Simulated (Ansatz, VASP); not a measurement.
## BeS: VASP beside Ansatz

```
CELL_PARAMETERS angstrom
0.00000 2.45691 2.45691
2.45691 0.00000 2.45691
2.45691 2.45691 0.00000
ATOMIC_POSITIONS crystal
S 0.75000 0.75000 0.75000
Be 0.00000 0.00000 0.00000
```

Alike in both runs: task single point; functional PBE; k mesh 9 × 9 × 9; occupations fermi-dirac, width 0.05 eV; no spin polarisation.

|  | VASP | Ansatz |
| --- | --- | --- |
| version | VASP 6.6.1 | Ansatz 0.2.0 |
| potentials or method | VASP PAW PBE potentials, release 64 (S, Be) | Ansatz PAW |
| plane-wave cutoff (eV) | 520 | 420 |
| valence electrons in the cell | 8 | 8 |

```tsv
	VASP	Ansatz	Ansatz less VASP
gap on the k mesh at the Fermi level (eV)	3.29	3.28	-0.001
least direct gap on the mesh (eV)	5.56	5.56	+0.002
pressure (GPa)	-2.0	-2.1	-0.01
```

With one functional, cell and mesh, what is left measures potentials, basis and numerics.

Caveats: an odd mesh through Γ misses points on the zone boundary, where band edges often lie (VASP); odd divisions of the mesh miss points on the zone boundary, where band edges often lie, so the gap on the mesh can be too wide (Ansatz).
